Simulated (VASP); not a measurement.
Here is a VASP 6.6.1 calculation.

INCAR

```
SYSTEM = Ta
PREC = Accurate
ENCUT = 600
EDIFF = 1E-7
ISMEAR = 1
SIGMA = 0.1
LREAL = .False.
LASPH = .True.
NELM = 80
ALGO = Normal
ISIF = 2
LWAVE = .False.
LCHARG = .False.
METAGGA = R2SCAN
LMIXTAU = .True.
IBRION = 2
NSW = 40
EDIFFG = -0.01
```

KPOINTS

```
regular mesh
0
Gamma
  16 16 16
  0 0 0
```

File POSCAR:

```
Ta                                      
1.0
   -1.6328387491      1.6328387491      1.6328387491
    1.6328387491     -1.6328387491      1.6328387491
    1.6328387491      1.6328387491     -1.6328387491
  Ta            
     1
Direct
     0.0000000000000000    0.0000000000000000    0.0000000000000000
```

Potentials or basis: VASP PAW PBE potentials, release 64 (Ta_pv).

The run is started by

```sh
$ cat potpaw_PBE.64/Ta_pv/POTCAR > POTCAR
$ mpirun -np 1 vasp_std > vasp.out
```

**Question.** Predict the band gap on the k mesh.

**Answer.** None (metal or under the smearing width).

Final structure:
```
Ta
1.0
    -1.63284    1.63284    1.63284
     1.63284   -1.63284    1.63284
     1.63284    1.63284   -1.63284
Ta
1
Direct
  0.00000 0.00000 0.00000
```

Caveat: the relaxation stopped at its first step, so nothing moved. Spin-orbit coupling is left out, which matters for the levels of Ta.
